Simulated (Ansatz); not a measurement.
The system is MgS.

```
S Mg
1.0
     0.00000    2.83312    2.83312
     2.83312    0.00000    2.83312
     2.83312    2.83312    0.00000
S Mg
1 1
Direct
  0.25000 0.25000 0.25000
  0.00000 0.00000 0.00000
```

The cell comes from a database or a generator and needn't be the stable form of this composition.

Base run:

* Program: Ansatz 0.2.0
* Functional: LDA
* Potentials or basis: all-electron LAPW, scalar-relativistic
* Cutoff: 209 eV (chosen from the basis error)
* Basis error allowed: 0.001 eV/atom
* k mesh: 8 × 8 × 8
* Occupations: gaussian, width 0.02 eV
* Spin: no spin polarisation

Its results: band gap on the k mesh 3.17 eV, direct; pressure -2.2 GPa.

Q: The run is repeated on the same cell with these changes: functional from LDA to PBE. What comes out?

A: Band gap on the k mesh 3.45 eV, direct; pressure 0.9 GPa.

PBE binds less tightly than LDA, so the same cell stands under more pressure.

A k mesh can miss the band edges.
